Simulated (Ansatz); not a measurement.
## Hf: a sweep of one setting

```yaml
crystal:
  lattice:
    - [-1.77360, 1.77360, 1.77360]
    - [1.77360, -1.77360, 1.77360]
    - [1.77360, 1.77360, -1.77360]
  atoms:
    - { symbol: Hf, position: [0.00000, 0.00000, 0.00000] }
```

Conventional cell: a = 3.547 Å, b = 3.547 Å, c = 3.547 Å, α = 90.00°, β = 90.00°, γ = 90.00°. Hf (atom 1) is surrounded by 8 Hf at 3.07 Å.

The structure comes from a relaxation in the same program, started in the bcc type, and has space group Im-3m. Whether it is a known phase or the ground state wasn't checked.

Spin–orbit coupling is left out, though it moves levels of the heavy atoms by tenths of an eV or more.

Level of theory: DFT, PBE, all-electron LAPW, scalar-relativistic (Ansatz 0.2.0).

Sampling and basis: a Γ-centred 16×16×16 k mesh, Fermi–Dirac smearing of 0.08 eV, basis error target 0.5 meV/atom, no spin polarisation. One setting is then changed at a time.

| filling | energy at zero smearing less the base's (meV/atom) | P (GPa) | cutoff chosen (eV) |
| --- | --- | --- | --- |
| Fermi–Dirac 0.08 eV (base) | 0.0 | 0.02 | 242 |
| tetrahedron | 0.0 | – | 242 |
| cold 0.15 eV | ? | -0.33 | 242 |
| Gaussian 0.05 eV | ? | -0.28 | 242 |
| Fermi–Dirac 0.15 eV | -0.3 | 0.56 | 242 |
| Fermi–Dirac 0.28 eV | -19.4 | 1.74 | 242 |

(1) What belongs in the row "cold 0.15 eV", column "energy at zero smearing less the base's (meV/atom)"?

(2) What belongs in the row "Gaussian 0.05 eV", column "energy at zero smearing less the base's (meV/atom)"?

## Answers

(1) -0.9.

(2) -2.3.
